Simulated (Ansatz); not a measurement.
## Stiffness of compounds in space group Cmcm

Method: DFT, PBE, all-electron LAPW, scalar-relativistic (Ansatz 0.2.0).

All compounds have space group Cmcm with 4 atoms in the primitive cell. V0, B0 and B0′ come from third-order Birch–Murnaghan fits to pressures at five volumes, with shape and internal coordinates held; prototypes and MP cells needn't be known phases. No run is spin-polarised.

No spin–orbit coupling, which matters for the heavy atoms here.

AgCl: Ag 4c (0.000 0.603 0.750), Cl 4c (0.500 0.635 0.250); shape as in a = 3.74 Å, b = 11.11 Å, c = 3.92 Å, α = 90.00°, β = 90.00°, γ = 90.00°; MP-relaxed cell mp-570858; 9×9×8 mesh, smearing 0.03 eV; no spin
CuI: Cu 4c (0.500 0.080 0.750), I 4c (0.500 0.730 0.750); shape as in a = 7.47 Å, b = 7.42 Å, c = 4.31 Å, α = 90.00°, β = 90.00°, γ = 90.00°; MP-relaxed cell mp-1007922; 5×5×6 mesh, smearing 0.02 eV; no spin
CdTe: Cd 4c (0.500 0.223 0.750), Te 4c (0.500 0.734 0.750); shape as in a = 6.13 Å, b = 6.19 Å, c = 6.09 Å, α = 90.00°, β = 90.00°, γ = 90.00°; MP-relaxed cell mp-1066480; 9×9×6 mesh, smearing 0.05 eV; no spin

```csv
compound,V0 (Å³/atom),B0 (GPa),B0′
AgCl,?,47,5.3
CuI,30.90,?,5.1
CdTe,?,46,5.0
```

(1) What belongs in the row "CuI", column "B0 (GPa)"?

(2) Fill in "V0 (Å³/atom)" for the row "AgCl".

(3) What belongs in the row "CdTe", column "V0 (Å³/atom)"?

Results:

(1) 35.

(2) 21.09.

(3) 28.73.
